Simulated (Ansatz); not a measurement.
Ge in Ansatz: the effect of strain

Ge:

```
Ge
1.0
    -2.57449    2.57449    1.34152
     2.57449   -2.57449    1.34152
     2.57449    2.57449   -1.34152
Ge
2
Cartesian
  0.0000 0.0000 1.3415
  2.5745 0.0000 0.6708
```

This isn't the form of Ge at room conditions, which is diamond.

Alike in all runs:

```yaml
Program: Ansatz 0.2.0
Task: single point
Functional: PBEsol
Potentials_or_basis: Ansatz PAW
Cutoff: "420 eV (not typed: the program's choice for these potentials)"
k_mesh: 9 × 9 × 9
Occupations: fermi-dirac, width 0.05 eV
Spin: no spin polarisation
Kind_of_strain: uniaxial
```

One run gave: pressure -0.7 GPa. Which strain did it use?
A. -0.02
B. 0.02
C. 0.01
D. -0.04
E. 0

E.

```csv
strain,pressure (GPa)
-0.04,2.6
-0.02,0.8
-0.01,0.0
0,-0.7
0.01,-1.4
0.02,-2.0
0.04,-3.3
```

Caveats: the PAW data sets come from PBE, with cores solved anew for the run's functional, which leaves a small shift of forces and pressure.
